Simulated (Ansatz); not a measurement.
GaSb: stationary points along a deformation path

Method: DFT r2SCAN, scalar-relativistic, plane waves, PAW in Ansatz. Settings: plane waves to 500 eV, k-mesh 10×10×10 (Γ-centred), Gaussian smearing 0.05 eV. Spin–orbit coupling is left out, which matters for the heavy elements here. No spin polarisation. Energies are free energies at this smearing, counted from the undisturbed cell; pressure is positive in compression.

Zero of the scan (as given, not relaxed at this level; it stands at 0.4 GPa):

```yaml
crystal:
  lattice:
    - [0.00000, 3.05900, 3.05900]
    - [3.05900, 0.00000, 3.05900]
    - [3.05900, 3.05900, 0.00000]
  atoms:
    - { symbol: Ga, position: [0.00000, 0.00000, 0.00000] }
    - { symbol: Sb, position: [0.75000, 0.75000, 0.75000] }
```

At fixed volume and fractional coordinates, lengths along (0.000, 0.000, 1.000) are scaled against those across it; ρ is that ratio over its starting value. V = 28.625 Å³/atom. Δσ is the stress along the axis less the mean stress across it (compression positive).

```csv
ρ,ΔE (meV/atom),Δσ (GPa),space group
0.707,204.1,6.56,I-4m2
0.850,62.5,5.65,I-4m2
1.000,0.0,0.00,F-43m
1.200,117.9,-11.16,I-4m2
1.414,410.0,-15.16,I-4m2
```

Question: How does the stress give the slope of the energy, and where is the energy stationary?

Answer: Along the path d ln(length) is 2/3 d ln ρ on the axis and −1/3 d ln ρ across it, so dE/d ln ρ = −(2/3) V Δσ: the energy falls with ρ where Δσ is positive. Δσ vanishes or changes sign at ρ = 1.000 (F-43m), a minimum at 0.0 meV/atom. Pairs of stationary points between two samples would go unseen, and could change a minimum read from distant neighbours into a maximum. At ρ = 1.000 the cell is cubic, where symmetry alone makes the stress isotropic and the slope zero.

The gap closes along the scan, which can put kinks into the curve.